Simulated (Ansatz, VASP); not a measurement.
## One calculation of Cd2S, two programs

INCAR

```
SYSTEM = Cd2S
PREC = Accurate ; ENCUT = 520
EDIFF = 1E-6 ; ISMEAR = 0
SIGMA = 0.03 ; LREAL = .False.
LASPH = .True. ; NELM = 100
ALGO = Fast ; ISIF = 2
LWAVE = .False. ; LCHARG = .True.
LELF = .True. ; LVHAR = .True.
NBANDS = 22
```

Contents of KPOINTS:

```
Automatic mesh
0
Gamma
  12 12 6
  0 0 0
```

POSCAR

```
Cd2S
1.0
    3.9626700490      0.0000000000      0.0000000000
   -1.9813350245      3.4317729293      0.0000000000
    0.0000000000      0.0000000000      5.8091920000
Cd S
2 1
Direct
    0.6666666667      0.3333333333      0.5787350000
    0.3333333333      0.6666666667      0.9327170000
    0.3333333333      0.6666666667      0.3657050000
```

Input for Ansatz:

```yaml
crystal:
  lattice:
    - [3.962670049, 0.0, 0.0]
    - [-1.9813350245, 3.4317729293, 0.0]
    - [0.0, 0.0, 5.809192]
  atoms:
    - { symbol: Cd, position: [0.6666666667, 0.3333333333, 0.578735] }
    - { symbol: Cd, position: [0.3333333333, 0.6666666667, 0.932717] }
    - { symbol: S, position: [0.3333333333, 0.6666666667, 0.365705] }
basis:
  ecutwfc: 420
kpoints:
  mp_grid: { grid: [12, 12, 6] }
hamiltonian:
  xc: lda
scf:
  occupations: { method: gaussian, width: 0.03 }
output:
  forces: true
  stress: true
  eigenvalues: true
  write_density: true
  write_potential: true
  elf: true
  volumetric_format: npy
```

The cell comes from a database or a generator and needn't be the stable form of this composition.

Alike in both runs: task single point; functional LDA; k mesh 12 × 12 × 6; occupations gaussian, width 0.03 eV; no spin polarisation.

|  | VASP | Ansatz |
| --- | --- | --- |
| version | VASP 6.6.1 | Ansatz 0.2.0 |
| potentials or method | VASP PAW LDA potentials, release 64 (Cd, S) | scalar-relativistic, plane waves, PAW |
| plane-wave cutoff (eV) | 520 | 420 |
| valence electrons in the cell | 30 | 46 |

```tsv
	VASP	Ansatz	Ansatz less VASP
gap on the k mesh at the Fermi level (eV)	0.16	0.18	+0.020
least direct gap on the mesh (eV)	0.41	0.43	+0.021
pressure (GPa)	-4.6	-4.9	-0.34
largest component of the traceless stress (GPa)	1.04	1.16	+0.119
rms of the force components (eV/Å)	0.067	0.073	+0.0059
```

Atom by atom the forces differ by 0.010 eV/Å (rms over components). The two sets of potentials don't hold the same shells in valence.

A k mesh can miss the band edges. As with any semilocal functional, this LDA gap is likely too small.
